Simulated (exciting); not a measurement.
# Ge (I4_1/amd) in exciting: single point with PBE

Aim: the single point of Ge with PBE.

Everything below comes from runs of exciting (release sodium). Logs are shortened: lines on timing, memory, paths and dates and some standing lists are left out, and cuts for length are marked.

### 1 The structure

Symmetry: I4_1/amd, No. 141, tetragonal system. The conventional cell has a = 5.149 Å, b = 5.149 Å, c = 2.795 Å, α = 90.00°, β = 90.00°, γ = 90.00°. Ge (site symmetry -4m2) is surrounded by 6 Ge at 2.67 to 2.79 Å.

This isn't the form of Ge at room conditions, which is diamond.

### 2 Single point, PBE

input.xml reads:

```xml
<input>
  <title>Ge</title>
  <structure speciespath="./" tshift="false">
    <crystal scale="1">
      <basevect>-4.865080479575 4.865080479575 2.640727178737</basevect>
      <basevect>4.865080479575 -4.865080479575 2.640727178737</basevect>
      <basevect>4.865080479575 4.865080479575 -2.640727178737</basevect>
    </crystal>
    <species speciesfile="Ge.xml" rmt="2">
      <atom coord="0.500000000000 0.500000000000 0.000000000000"/>
      <atom coord="0.250000000000 0.750000000000 0.500000000000"/>
    </species>
  </structure>
  <groundstate do="fromscratch" ngridk="11 11 11" rgkmax="9" gmaxvr="14" lmaxapw="10" lmaxmat="10" lmaxvr="8" xctype="GGA_PBE" stype="Gaussian" swidth="0.00040424" nempty="10" ValenceRelativity="iora*" epsengy="1e-05" epspot="1e-05" maxscl="60" tforce="true" outputlevel="low"/>
</input>
```

Potentials or basis: all-electron LAPW+lo, shipped species files, valence relativity iora*.

Run with:

```sh
> OMP_NUM_THREADS=1 exciting_smp
```

INFO.OUT:

```text
================================================================================
EXCITING SODIUM started
[... 10 lines left out ...]

 Lattice vectors (cartesian) :
     -4.8650804796      4.8650804796      2.6407271787
      4.8650804796     -4.8650804796      2.6407271787
      4.8650804796      4.8650804796     -2.6407271787

 Reciprocal lattice vectors (cartesian) :
      0.0000000000      0.6457432034      1.1896695270
      0.6457432034      0.0000000000      1.1896695270
      0.6457432034      0.6457432034      0.0000000000

 Unit cell volume                           :     250.0135716457
 Brillouin zone volume                      :       0.9921469935

 Species :    1 (Ge)
     parameters loaded from                 :    Ge.xml
     name                                   :    germanium

     atomic positions (lattice) :
       1 :   0.50000000  0.50000000  0.00000000
       2 :   0.25000000  0.75000000  0.50000000

 Total number of atoms per unit cell        :       2

 Spin treatment                             :    spin-unpolarised

 Number of Bravais lattice symmetries       :      16
 Number of crystal symmetries               :      16

 k-point grid                               :      11   11   11
 Total number of k-points                   :     126
 k-point set is reduced with crystal symmetries

 R^MT_min * |G+k|_max (rgkmax)              :       9.00000000

 G-vector grid sizes                        :      36    36    36
 Total number of G-vectors                  :   11615

 Total nuclear charge                       :     -64.00000000
 Total electronic charge                    :      64.00000000

 Number of empty states                     :      10
 Total number of valence states             :      25

 Exchange-correlation type                  :      20
     Perdew-Burke-Ernzerhof, Phys. Rev. Lett. 77, 3865 (1996)
     Generalised gradient approximation (GGA)

 Smearing scheme                            :    Gaussian
 Smearing width                             :       0.00040424

++++++++++++++++++++++++++++++++++++++++++++++++++++++++++++++++++++++++++++++++
+ Ending initialization                                                        +
++++++++++++++++++++++++++++++++++++++++++++++++++++++++++++++++++++++++++++++++

********************************************************************************
* Groundstate module started                                                   *
********************************************************************************
 Output level for this task is set to low

++++++++++++++++++++++++++++++++++++++++++++++++++++++++++++++++++++++++++++++++
[... 5 lines left out ...]
+ SCF iteration number :    1                                                  +
++++++++++++++++++++++++++++++++++++++++++++++++++++++++++++++++++++++++++++++++
 Total energy                               :     -4196.59267150
 _______________________________________________________________
 Fermi energy                               :         0.29197531
 DOS at Fermi energy (states/Ha/cell)       :       100.17705142
 Electron charge: Core leakage              :         0.00639220

++++++++++++++++++++++++++++++++++++++++++++++++++++++++++++++++++++++++++++++++
+ SCF iteration number :    2                                                  +
++++++++++++++++++++++++++++++++++++++++++++++++++++++++++++++++++++++++++++++++
 Total energy                               :     -4197.39136994
 _______________________________________________________________
 Fermi energy                               :         0.28964842
 DOS at Fermi energy (states/Ha/cell)       :       107.43173585
 Electron charge: Core leakage              :         0.00635979

 RMS change in effective potential (target) :  0.323787E-01  ( 0.100000E-04)
 Absolute change in total energy   (target) :  0.798698      ( 0.100000E-04)
 Charge distance                   (target) :  0.446308E-03  ( 0.100000E-04)
 Abs. change in max-nonIBS-force   (target) :   0.00000      ( 0.500000E-04)

++++++++++++++++++++++++++++++++++++++++++++++++++++++++++++++++++++++++++++++++
+ SCF iteration number :    3                                                  +
++++++++++++++++++++++++++++++++++++++++++++++++++++++++++++++++++++++++++++++++
 Total energy                               :     -4197.77627176
 _______________________________________________________________
 Fermi energy                               :         0.28786789
 DOS at Fermi energy (states/Ha/cell)       :        97.32477786
 Electron charge: Core leakage              :         0.00634192

 RMS change in effective potential (target) :  0.241303E-01  ( 0.100000E-04)
 Absolute change in total energy   (target) :  0.384902      ( 0.100000E-04)
 Charge distance                   (target) :  0.249043E-03  ( 0.100000E-04)
 Abs. change in max-nonIBS-force   (target) :   0.00000      ( 0.500000E-04)

++++++++++++++++++++++++++++++++++++++++++++++++++++++++++++++++++++++++++++++++
+ SCF iteration number :    4                                                  +
++++++++++++++++++++++++++++++++++++++++++++++++++++++++++++++++++++++++++++++++
 Total energy                               :     -4197.83517217
 _______________________________________________________________
 Fermi energy                               :         0.28382189
 DOS at Fermi energy (states/Ha/cell)       :        71.29424057
 Electron charge: Core leakage              :         0.00632723

 RMS change in effective potential (target) :  0.200886E-02  ( 0.100000E-04)
 Absolute change in total energy   (target) :  0.589004E-01  ( 0.100000E-04)
 Charge distance                   (target) :  0.430688E-03  ( 0.100000E-04)
 Abs. change in max-nonIBS-force   (target) :   0.00000      ( 0.500000E-04)

++++++++++++++++++++++++++++++++++++++++++++++++++++++++++++++++++++++++++++++++
+ SCF iteration number :    5                                                  +
++++++++++++++++++++++++++++++++++++++++++++++++++++++++++++++++++++++++++++++++
 Total energy                               :     -4198.21523379
 _______________________________________________________________
 Fermi energy                               :         0.28351293
 DOS at Fermi energy (states/Ha/cell)       :        62.54341224
 Electron charge: Core leakage              :         0.00631425

 RMS change in effective potential (target) :  0.272171E-03  ( 0.100000E-04)
 Absolute change in total energy   (target) :  0.380062      ( 0.100000E-04)
 Charge distance                   (target) :  0.212693E-03  ( 0.100000E-04)
 Abs. change in max-nonIBS-force   (target) :   0.00000      ( 0.500000E-04)

++++++++++++++++++++++++++++++++++++++++++++++++++++++++++++++++++++++++++++++++
+ SCF iteration number :    6                                                  +
++++++++++++++++++++++++++++++++++++++++++++++++++++++++++++++++++++++++++++++++
 Total energy                               :     -4198.18161004
 _______________________________________________________________
 Fermi energy                               :         0.28351757
 DOS at Fermi energy (states/Ha/cell)       :        62.43862728
 Electron charge: Core leakage              :         0.00631526

 RMS change in effective potential (target) :  0.310372E-04  ( 0.100000E-04)
 Absolute change in total energy   (target) :  0.336238E-01  ( 0.100000E-04)
 Charge distance                   (target) :  0.189301E-04  ( 0.100000E-04)
 Abs. change in max-nonIBS-force   (target) :   0.00000      ( 0.500000E-04)

++++++++++++++++++++++++++++++++++++++++++++++++++++++++++++++++++++++++++++++++
+ SCF iteration number :    7                                                  +
++++++++++++++++++++++++++++++++++++++++++++++++++++++++++++++++++++++++++++++++
 Total energy                               :     -4198.17524366
 _______________________________________________________________
 Fermi energy                               :         0.28352767
 DOS at Fermi energy (states/Ha/cell)       :        62.80376305
 Electron charge: Core leakage              :         0.00631551

 RMS change in effective potential (target) :  0.137214E-05  ( 0.100000E-04)
 Absolute change in total energy   (target) :  0.636637E-02  ( 0.100000E-04)
 Charge distance                   (target) :  0.443181E-05  ( 0.100000E-04)
 Abs. change in max-nonIBS-force   (target) :   0.00000      ( 0.500000E-04)

++++++++++++++++++++++++++++++++++++++++++++++++++++++++++++++++++++++++++++++++
+ SCF iteration number :    8                                                  +
++++++++++++++++++++++++++++++++++++++++++++++++++++++++++++++++++++++++++++++++
 Total energy                               :     -4198.17552204
 _______________________________________________________________
 Fermi energy                               :         0.28352725
 DOS at Fermi energy (states/Ha/cell)       :        62.77780098
 Electron charge: Core leakage              :         0.00631550

 RMS change in effective potential (target) :  0.123182E-06  ( 0.100000E-04)
 Absolute change in total energy   (target) :  0.278374E-03  ( 0.100000E-04)
 Charge distance                   (target) :  0.259013E-06  ( 0.100000E-04)
 Abs. change in max-nonIBS-force   (target) :   0.00000      ( 0.500000E-04)

++++++++++++++++++++++++++++++++++++++++++++++++++++++++++++++++++++++++++++++++
+ SCF iteration number :    9                                                  +
++++++++++++++++++++++++++++++++++++++++++++++++++++++++++++++++++++++++++++++++
 Total energy                               :     -4198.17551331
 _______________________________________________________________
 Fermi energy                               :         0.28352726
 DOS at Fermi energy (states/Ha/cell)       :        62.78205634
 Electron charge: Core leakage              :         0.00631550

 RMS change in effective potential (target) :  0.418250E-07  ( 0.100000E-04)
 Absolute change in total energy   (target) :  0.873234E-05  ( 0.100000E-04)
 Charge distance                   (target) :  0.279517E-07  ( 0.100000E-04)
 Abs. change in max-nonIBS-force   (target) :   0.00000      ( 0.500000E-04)

++++++++++++++++++++++++++++++++++++++++++++++++++++++++++++++++++++++++++++++++
+ SCF iteration number :   10                                                  +
++++++++++++++++++++++++++++++++++++++++++++++++++++++++++++++++++++++++++++++++
 Total energy                               :     -4198.17550651
 _______________________________________________________________
 Fermi energy                               :         0.28352727
 DOS at Fermi energy (states/Ha/cell)       :        62.78135963
 Electron charge: Core leakage              :         0.00631550

 RMS change in effective potential (target) :  0.437558E-08  ( 0.100000E-04)
 Absolute change in total energy   (target) :  0.679914E-05  ( 0.100000E-04)
 Charge distance                   (target) :  0.545688E-08  ( 0.100000E-04)
 Abs. change in max-nonIBS-force   (target) :   0.00000      ( 0.500000E-04)

++++++++++++++++++++++++++++++++++++++++++++++++++++++++++++++++++++++++++++++++
| Convergency criteria checked for the last 2 iterations                       +
| Convergence targets achieved. Performing final SCF iteration                 +
++++++++++++++++++++++++++++++++++++++++++++++++++++++++++++++++++++++++++++++++
 Total energy                               :     -4198.17550277
 _______________________________________________________________
 Fermi energy                               :         0.28352727
 DOS at Fermi energy (states/Ha/cell)       :        62.78157223
 Electron charge: Core leakage              :         0.00631550

++++++++++++++++++++++++++++++++++++++++++++++++++++++++++++++++++++++++++++++++
+ Self-consistent loop stopped                                                 +
++++++++++++++++++++++++++++++++++++++++++++++++++++++++++++++++++++++++++++++++
 STATE.OUT is written

--------------------------------------------------------------------------------
- Writing atomic positions and forces                                          -
--------------------------------------------------------------------------------

 Atomic positions (lattice) :
 atom     1  Ge  :     0.50000000    0.50000000    0.00000000
 atom     2  Ge  :     0.25000000    0.75000000    0.50000000

 Total atomic forces including IBS (cartesian) :
 atom     1  Ge  :    -0.00000000    0.00000000    0.00000000
 atom     2  Ge  :     0.00000000   -0.00000000    0.00000000

 Atomic force components including IBS (cartesian) :
 atom     1  Ge  :     0.00000000    0.00000000    0.00000000   HF force
                 :     0.00000000   -0.00000000    0.00000000   core correction
                 :     0.00000000   -0.00000000    0.00000000   IBS correction
 atom     2  Ge  :     0.00000000   -0.00000000    0.00000000   HF force
                 :    -0.00000000    0.00000000    0.00000000   core correction
                 :     0.00000000    0.00000000    0.00000000   IBS correction

********************************************************************************
* Groundstate module stopped                                                   *
********************************************************************************

================================================================================
| EXCITING SODIUM stopped                                                      =
================================================================================
```

Run time: 4.9 min. Hardware: 1 thread of Arm Neoverse V1, shared host; peak memory 0.14 GiB.

What came out:

```yaml
Free_energy: -114238.1753 eV
Band_gap_on_the_k_mesh: none (metal or under the smearing width)
```

Levels at points of the mesh, in eV from the Fermi level:
```tsv
k point	band 10	band 11	band 12	band 13	band 14	band 15	band 16	band 17	band 18	band 19
(0.00, 0.00, 0.00)	-24.49	-13.35	-4.12	-2.39	-2.39	3.24	7.55	7.55	8.10	8.31
```
